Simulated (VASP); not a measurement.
# NaI under changes of volume

One of the cells (34.577 Å³/atom); the others are scaled copies at fixed shape and fractional positions:

```
CELL_PARAMETERS angstrom
0.00000 3.25783 3.25783
3.25783 0.00000 3.25783
3.25783 3.25783 0.00000
ATOMIC_POSITIONS crystal
I 0.50000 0.50000 0.50000
Na 0.00000 0.00000 0.00000
```

```yaml
Program: VASP 6.6.1
Functional: PBEsol
Potentials_or_basis: VASP PAW PBE potentials, release 64 (I, Na_pv)
Cutoff: 520 eV
k_mesh: 7 × 7 × 7
Occupations: fermi-dirac, width 0.05 eV
Spin: no spin polarisation
```

```csv
volume (Å³/atom),energy over the lowest point (meV/atom),pressure (GPa),gap on the mesh (eV)
31.865,?,?,?
32.543,0.05,0.2,3.61
33.221,0.00,-0.2,3.56
34.577,3.96,-0.8,3.46
35.255,7.66,-1.0,3.41
35.933,12.35,-1.2,3.37
```

Q: What does the run at 31.865 Å³/atom give?

A: Energy over the lowest point 1.68 meV/atom; pressure 0.6 GPa; gap on the mesh 3.67 eV.

Worked out: A Birch-Murnaghan fit of order 3 (a polynomial in V^(-2/3)) to the other rows has its minimum at 32.90 Å³/atom with B0 = V·E''(V) = 17.0 GPa and B' = 4.8. It gives 1.68 meV/atom at 31.865 Å³/atom, against the run's 1.68, and -dE/dV = 0.6 GPa, against 0.6. A straight line through the other rows of the gap, of slope -2.45 eV per unit of ln V (its deformation potential), extrapolates to 3.66 eV, against the run's 3.67.

Energies are extrapolated to zero smearing.

Caveats: the PAW data sets were made with another functional, which shifts forces and pressure a little; spin-orbit coupling is left out, which moves the levels of the heavy elements.
